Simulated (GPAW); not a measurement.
Runs of GPAW 26.7.0 on HfO2. The structure is tetragonal, space group P4_2/nmc (No. 137). Conventional cell: a = 3.558 Å, b = 3.558 Å, c = 5.172 Å, α = 90.00°, β = 90.00°, γ = 90.00°. Hf (site symmetry -4m2) is surrounded by 4 O at 2.05 Å. O (site symmetry 2mm) has 2 Hf at 2.05 Å as nearest neighbours. Measurements of this composition are mostly on another form, of space group No. 14.

| level | potentials or basis | k mesh | eigensolver | older calculator (legacy_gpaw) | gap on the mesh (eV) | pressure (GPa) | largest force (eV/Å) |
| --- | --- | --- | --- | --- | --- | --- | --- |
| BLYP | PAW data sets generated in the run's folder for this functional, pw | 7 × 7 × 5 | davidson | - | 4.79 | 15.1 | 0.15 |
| PBE | GPAW PAW data sets (gpaw-data 1.2.1), pw | 8 × 8 × 5 | - | - | 4.76 | 10.5 | 0.26 |
| PBE | GPAW PAW data sets (gpaw-data 1.2.1), pw | 7 × 7 × 5 | - | - | 4.76 | 10.5 | 0.26 |
| TPSS | GPAW PAW data sets (gpaw-data 1.2.1), pw | 7 × 7 × 5 | davidson | - | 4.85 | (a) | 0.38 |
| PBEsol | PAW data sets generated in the run's folder for this functional, pw | 7 × 7 × 5 | - | - | 4.64 | 2.4 | 0.21 |
| LDA | the program's PAW data sets (release 1.2.1) made for this functional, pw | 7 × 7 × 5 | - | - | 4.56 | (c) | 0.05 |
| vdW-DF-cx | GPAW PAW data sets (gpaw-data 1.2.1), pw | 7 × 7 × 5 | - | - | 4.72 | - | 0.27 |
| AM05 | PAW data sets generated in the run's folder for this functional, pw | 7 × 7 × 5 | - | - | 4.66 | 2.8 | 0.20 |
| revPBE | the program's PAW data sets (release 1.2.1) made for this functional, pw | 7 × 7 × 5 | - | - | 4.80 | 14.9 | 0.32 |
| optB88-vdW | GPAW PAW data sets (gpaw-data 1.2.1), pw | 7 × 7 × 5 | - | yes | 4.77 | - | (b) |

Alike in all rows: task single point; no spin polarisation; cell as given; cutoff (eV) 800; smearing fermi-dirac 0.05 eV.

Problem. Estimate the missing entries.

Solution. (a) 8.1; (b) 0.23; (c) -5.5.

Caveats: spin-orbit coupling is left out, which moves the levels of the heavy elements; an odd mesh through Γ misses points on the zone boundary, where band edges often lie; the PAW data sets were made with another functional, which shifts forces and pressure a little (some runs).

A k mesh can miss the band edges, and the runs leave out spin-orbit coupling on Hf.

Not every run made on this cell is shown here.
